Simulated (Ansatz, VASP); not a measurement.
**Two plane-wave programs on ZnS**

File POSCAR:

```
ZnS
1.0
    0.0404176979      2.6945131942      2.6945131942
    2.7349308921      0.0000000000      2.7349308921
    2.6945131942      2.6945131942      0.0404176979
Zn S
1 1
Direct
    0.0000000000      0.0000000000      0.0000000000
    0.7500000000      0.7500000000      0.7500000000
```

The input INCAR.step1:

```
SYSTEM = ZnS
ALGO = Normal
EDIFF = 1E-4
ENCUT = 520
GGA = PE
ISMEAR = 0
LASPH = .True.
LCHARG = .False.
LREAL = .False.
LWAVE = .True.
NBANDS = 16
NELM = 60
PREC = Accurate
SIGMA = 0.05
```

File INCAR.step2:

```
SYSTEM = ZnS
ALGO = Normal
EDIFF = 1E-7
ENCUT = 520
ISIF = 2
ISMEAR = 0
ISTART = 1
LASPH = .True.
LCHARG = .False.
LMIXTAU = .True.
LREAL = .False.
LWAVE = .False.
METAGGA = R2SCAN
NBANDS = 16
NELM = 60
PREC = Accurate
SIGMA = 0.05
```

Contents of KPOINTS:

```
k-points
0
Gamma
  8 8 8
  0 0 0
```

Input for Ansatz:

```yaml
crystal:
  lattice:
    - [0.0404176979, 2.6945131942, 2.6945131942]
    - [2.7349308921, 0.0, 2.7349308921]
    - [2.6945131942, 2.6945131942, 0.0404176979]
  atoms:
    - { symbol: Zn, position: [0.0, 0.0, 0.0] }
    - { symbol: S, position: [0.75, 0.75, 0.75] }
basis:
  ecutwfc: 500
kpoints:
  mp_grid: { grid: [8, 8, 8] }
hamiltonian:
  xc: r2scan
scf:
  occupations: { method: gaussian, width: 0.05 }
output:
  forces: true
  stress: true
  eigenvalues: true
```

Change from the starting cell: strain +0.0300 x Voigt [0, 0, 0, 0, 1, 0], atoms carried along.

Alike in both runs: task single point; functional r2SCAN; k mesh 8 × 8 × 8; occupations gaussian, width 0.05 eV; no spin polarisation.

```csv
,VASP,Ansatz
version,VASP 6.6.1,Ansatz 0.2.0
potentials or method,"VASP PAW PBE potentials, release 64 (Zn, S)","scalar-relativistic, plane waves, PAW"
plane-wave cutoff (eV),520,500
valence electrons in the cell,18,18
```

|  | VASP | Ansatz | Ansatz less VASP |
| --- | --- | --- | --- |
| gap on the k mesh at the Fermi level (eV) | 2.64 | 2.63 | -0.010 |
| least direct gap on the mesh (eV) | 2.64 | 2.63 | -0.010 |
| pressure (GPa) | 0.2 | 0.1 | -0.05 |
| largest component of the traceless stress (GPa) | 2.19 | 2.18 | -0.005 |
| rms of the force components (eV/Å) | 0.099 | 0.099 | +0.0005 |

Atom by atom the forces differ by 0.000 eV/Å (rms over components).

Caveats: the PAW data sets were made with another functional, which shifts forces and pressure a little (VASP).
